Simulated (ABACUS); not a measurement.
# BN (P6_3mc) in ABACUS: equation of state, part 2 of 2

ABACUS 3.10.1. The steps go on from the part before.

## (3) Equation of state, PBEsol, 5.73 Å³/atom (volume scaled by 0.96)

INPUT

```
INPUT_PARAMETERS
suffix              BN
calculation         scf
basis_type          pw
pseudo_dir          ./
symmetry            1
dft_functional      pbesol
ecutwfc             84
pseudo_rcut         7
nspin               1
nbands              12
ks_solver           dav
smearing_method     fd
smearing_sigma      0.00367493
scf_thr             1e-08
scf_nmax            100
mixing_type         broyden
mixing_beta         0.7
cal_force           1
cal_stress          1
kpar                4
```

STRU

```
ATOMIC_SPECIES
N 14.0070 N.upf
B 10.8100 B.upf

LATTICE_CONSTANT
1.8897261246

LATTICE_VECTORS
2.5194226731 0.0000000000 0.0000000000
-1.2597113366 2.1818840378 0.0000000000
0.0000000000 0.0000000000 4.1697283350

ATOMIC_POSITIONS
Direct

N
0.0
2
0.3333333333 0.6666666667 0.1252760000 1 1 1
0.6666666667 0.3333333333 0.6252760000 1 1 1

B
0.0
2
0.3333333333 0.6666666667 0.4997240000 1 1 1
0.6666666667 0.3333333333 0.9997240000 1 1 1
```

KPT

```
K_POINTS
0
Gamma
12 12 6 0 0 0
```

Potentials or basis: PseudoDojo NC SR 0.4.1 PBEsol standard, plane waves.

On the command line:

```bash
> OMP_NUM_THREADS=1 mpirun -np 4 abacus > log
```

running log:

```text
ABACUS v3.10.1

               Atomic-orbital Based Ab-initio Computation at UStc

 ------------------------------------------------------------------------------------

 READING GENERAL INFORMATION
                           global_out_dir = OUT.BN/
                           global_in_card = INPUT
                               pseudo_dir = ./
                              orbital_dir =
                                    DSIZE = 4
                                    GSIZE = 1

 READING UNITCELL INFORMATION
                                    ntype = 2
                  lattice constant (Bohr) = 1.88973
              lattice constant (Angstrom) = 1

 READING ATOM TYPE 1
                               atom label = N
                      L=0, number of zeta = 1
                      L=1, number of zeta = 1
                      L=2, number of zeta = 1
             number of atom for this type = 2

 READING ATOM TYPE 2
                               atom label = B
                      L=0, number of zeta = 1
                      L=1, number of zeta = 1
                      L=2, number of zeta = 1
             number of atom for this type = 2

                        TOTAL ATOM NUMBER = 4
DIRECT COORDINATES
    atom                   x                   y                   z     mag                  vx                  vy                  vz
taud_N1            0.3333333333        0.6666666667        0.1252760000  0.0000        0.0000000000        0.0000000000        0.0000000000
taud_N2            0.6666666667        0.3333333333        0.6252760000  0.0000        0.0000000000        0.0000000000        0.0000000000
taud_B1            0.3333333333        0.6666666667        0.4997240000  0.0000        0.0000000000        0.0000000000        0.0000000000
taud_B2            0.6666666667        0.3333333333        0.9997240000  0.0000        0.0000000000        0.0000000000        0.0000000000

                          Volume (Bohr^3) = 154.681
                             Volume (A^3) = 22.9213

 Lattice vectors: (Cartesian coordinate: in unit of a_0)
             +2.51942                  +0                  +0
[... 237 lines left out ...]
----------------------------------------------------------
 E_KohnSham     -53.3749289998       -726.2031647430
 E_Harris       -51.2976863835       -697.9408290323
 E_Fermi        0.8866065910         12.0629015213
----------------------------------------------------------
[... 63 lines left out ...]
 Density error is 3.28957765683e-09
                          Error Threshold = 1.67537891442e-10
----------------------------------------------------------
     Energy           Rydberg                 eV
----------------------------------------------------------
 E_KohnSham     -53.4819998597       -727.6599385271
 E_KS(sigma->0) -53.4819998597       -727.6599385271
 E_Harris       -53.4818647679       -727.6581005092
 E_band         4.2031256458         57.1864581929
 E_one_elec     10.0778198144        137.1157728935
 E_Hartree      7.0196647202         95.5074382438
 E_xc           -17.4322969589       -237.1785678687
 E_Ewald        -53.1471874354       -723.1045817957
 E_entropy(-TS) -0.0000000000        -0.0000000000
 E_descf        0.0000000000         0.0000000000
 E_exx          0.0000000000         0.0000000000
 E_Fermi        0.9536872858         12.9755811967
----------------------------------------------------------

 charge density convergence is achieved
 final etot is -727.65993853 eV
 EFERMI = 12.975581197 eV

 STATE ENERGY(eV) AND OCCUPATIONS    NSPIN == 1
 1/19 kpoint (Cartesian) = 0.0000 0.0000 0.0000 (1985 pws)
       1       -8.99178     0.00231481
       2       -4.63982     0.00231481
       3       0.476577     0.00231481
       4        9.58791     0.00231481
       5        9.58791     0.00231481
       6        11.4913     0.00231481
       7        11.7855     0.00231481
       8        11.7855     0.00231481
       9        20.2933    6.36335e-67
      10        20.2933    6.36335e-67
      11        20.5394    4.63790e-69
      12        21.7136    2.92887e-79
[... 57 lines left out ...]
 6/19 kpoint (Cartesian) = -0.16538 0.095483 0.0000 (2000 pws)
       1       -5.46248      0.0138889
       2       -3.07504      0.0138889
       3        2.20208      0.0138889
       4        3.84662      0.0138889
       5        4.65498      0.0138889
       6        6.75512      0.0138889
       7        7.84629      0.0138889
       8        9.71917      0.0138889
       9        18.6076    1.67426e-51
      10        19.9973    1.42141e-63
      11        22.5387    1.19884e-85
      12        23.6306        0.00000

[... levels at 13 further k points ...]

------------------------------------------------------------------------------------------
 TOTAL-FORCE (eV/Angstrom)
------------------------------------------------------------------------------------------
                        N1         0.0000000000         0.0000000000         0.0239464852
                        N2         0.0000000000         0.0000000000         0.0239464852
                        B1         0.0000000000         0.0000000000        -0.0239464852
                        B2         0.0000000000         0.0000000000        -0.0239464852
------------------------------------------------------------------------------------------

----------------------------------------------------------------
 TOTAL-STRESS (KBAR)
----------------------------------------------------------------
       109.6417149496         0.0000000025         0.0000000000
         0.0000000025       109.6417149471         0.0000000000
         0.0000000000         0.0000000000       103.8833062934
----------------------------------------------------------------
 TOTAL-PRESSURE: 107.722245 KBAR

 --------------------------------------------
 !FINAL_ETOT_IS -727.6599385270706080 eV
 --------------------------------------------
```

It took 13 s on 4 MPI ranks of Intel Xeon Platinum 8175M at 2.50GHz (Skylake/Cascade Lake), shared host; peak memory 0.28 GiB.

What came out:

```yaml
Free_energy: -727.6599 eV
Pressure: 10.8 GPa
Largest_force: 0.024 eV/Å
Band_gap_on_the_k_mesh: 4.97 eV, indirect (least direct gap 8.41 eV)
```

Caveat: there are fewer bands than atomic start orbitals, so a level may be missed at k points of high symmetry.

## (4) Equation of state, PBEsol, 5.85 Å³/atom (volume scaled by 0.98)

INPUT is that of step 3.

Changes to STRU since step 3:

```diff
@@ -8,5 +8,5 @@
 LATTICE_VECTORS
-2.5194226731 0.0000000000 0.0000000000
--1.2597113366 2.1818840378 0.0000000000
-0.0000000000 0.0000000000 4.1697283350
+2.5367985510 0.0000000000 0.0000000000
+-1.2683992755 2.1969319894 0.0000000000
+0.0000000000 0.0000000000 4.1984859909
```

KPT is that of step 3.

On the command line:

```bash
> OMP_NUM_THREADS=1 mpirun -np 4 abacus > log
```

Wall time 15 s (4 MPI ranks of Intel Xeon Platinum 8175M at 2.50GHz (Skylake/Cascade Lake), shared host); peak memory 0.28 GiB.

It converged, with:

- Free energy: -727.6793 eV
- Pressure: 2.3 GPa
- Largest force: 0.007 eV/Å
- Band gap on the k mesh: 5.01 eV, indirect (least direct gap 8.31 eV)

Caveat: there are fewer bands than atomic start orbitals, so a level may be missed at k points of high symmetry.

## (5) Equation of state, PBEsol, 5.97 Å³/atom

INPUT is that of step 4.

Changes to STRU since step 4:

```diff
@@ -8,5 +8,5 @@
 LATTICE_VECTORS
-2.5367985510 0.0000000000 0.0000000000
--1.2683992755 2.1969319894 0.0000000000
-0.0000000000 0.0000000000 4.1984859909
+2.5539396017 0.0000000000 0.0000000000
+-1.2769698009 2.2117765748 0.0000000000
+0.0000000000 0.0000000000 4.2268550000
```

KPT is that of step 4.

On the command line:

```bash
> OMP_NUM_THREADS=1 mpirun -np 4 abacus > log
```

Run time: 25 s. Hardware: 4 MPI ranks of Intel Xeon Platinum 8175M at 2.50GHz (Skylake/Cascade Lake), shared host; peak memory 0.28 GiB.

It converged, with:

```
Free energy            : -727.6746 eV
Pressure               : -5.3 GPa
Largest force          : 0.009 eV/Å
Band gap on the k mesh : 5.04 eV, indirect (least direct gap 8.21 eV)
```

Caveat: there are fewer bands than atomic start orbitals, so a level may be missed at k points of high symmetry.

## (6) Equation of state, PBEsol, 6.09 Å³/atom (volume scaled by 1.02)

INPUT is that of step 5.

Changes to STRU since step 5:

```diff
@@ -8,5 +8,5 @@
 LATTICE_VECTORS
-2.5539396017 0.0000000000 0.0000000000
--1.2769698009 2.2117765748 0.0000000000
-0.0000000000 0.0000000000 4.2268550000
+2.5708536019 0.0000000000 0.0000000000
+-1.2854268010 2.2264245287 0.0000000000
+0.0000000000 0.0000000000 4.2548482330
```

KPT is that of step 5.

Potentials or basis: PseudoDojo NC SR 0.4.1 PBEsol standard, plane waves.

On the command line:

```bash
> OMP_NUM_THREADS=1 mpirun -np 4 abacus > log
```

Wall time 25 s (4 MPI ranks of Intel Xeon Platinum 8175M at 2.50GHz (Skylake/Cascade Lake), shared host); peak memory 0.28 GiB.

It converged, with:

| Quantity | Value |
| --- | --- |
| Free energy | -727.6482 eV |
| Pressure | -12.3 GPa |
| Largest force | 0.024 eV/Å |
| Band gap on the k mesh | 5.06 eV, indirect (least direct gap 8.10 eV) |

Caveat: there are fewer bands than atomic start orbitals, so a level may be missed at k points of high symmetry.

## (7) Equation of state, PBEsol, 6.21 Å³/atom (volume scaled by 1.04)

INPUT is that of step 6.

Changes to STRU since step 6:

```diff
@@ -8,5 +8,5 @@
 LATTICE_VECTORS
-2.5708536019 0.0000000000 0.0000000000
--1.2854268010 2.2264245287 0.0000000000
-0.0000000000 0.0000000000 4.2548482330
+2.5875479243 0.0000000000 0.0000000000
+-1.2937739622 2.2408822359 0.0000000000
+0.0000000000 0.0000000000 4.2824778918
```

KPT is that of step 6.

On the command line:

```bash
> OMP_NUM_THREADS=1 mpirun -np 4 abacus > log
```

Run time: 25 s. Hardware: 4 MPI ranks of Intel Xeon Platinum 8175M at 2.50GHz (Skylake/Cascade Lake), shared host; peak memory 0.28 GiB.

The run converged. Its results:

* Free energy: -727.6019 eV
* Pressure: -18.7 GPa
* Largest force: 0.038 eV/Å
* Band gap on the k mesh: 5.09 eV, indirect (least direct gap 8.00 eV)

Caveat: there are fewer bands than atomic start orbitals, so a level may be missed at k points of high symmetry.

## (8) Equation of state, PBEsol, 6.33 Å³/atom (volume scaled by 1.06)

INPUT is that of step 7.

Changes to STRU since step 7:

```diff
@@ -8,5 +8,5 @@
 LATTICE_VECTORS
-2.5875479243 0.0000000000 0.0000000000
--1.2937739622 2.2408822359 0.0000000000
-0.0000000000 0.0000000000 4.2824778918
+2.6040295656 0.0000000000 0.0000000000
+-1.3020147828 2.2551557560 0.0000000000
+0.0000000000 0.0000000000 4.3097555565
```

KPT is that of step 7.

On the command line:

```bash
> OMP_NUM_THREADS=1 mpirun -np 4 abacus > log
```

Run time: 25 s. Hardware: 4 MPI ranks of Intel Xeon Platinum 8175M at 2.50GHz (Skylake/Cascade Lake), shared host; peak memory 0.28 GiB.

Results (log left out):

```yaml
Free_energy: -727.5375 eV
Pressure: -24.4 GPa
Largest_force: 0.051 eV/Å
Band_gap_on_the_k_mesh: 5.11 eV, indirect (least direct gap 7.89 eV)
```

Caveat: there are fewer bands than atomic start orbitals, so a level may be missed at k points of high symmetry.

## (9) Equation of state, PBEsol

Potentials or basis: PseudoDojo NC SR 0.4.1 PBEsol standard, plane waves.

No new run: the results of the series are fitted here.

Results:

| Property | Result |
| --- | --- |
| Equilibrium volume | 5.88 Å³/atom |
| Bulk modulus at fixed shape and positions | 385 GPa |
| Pressure derivative of the bulk modulus | 3.7 |

Energy against volume, from the lowest point:
```tsv
volume (Å³/atom)	energy (meV/atom)
5.611	16.26
5.730	4.84
5.850	0.00
5.969	1.16
6.088	7.77
6.208	19.35
6.327	35.44
```

Caveat: the cell was scaled at fixed shape and fractional positions, which overstates the stiffness of a crystal with free parameters, most of all of layers and chains.
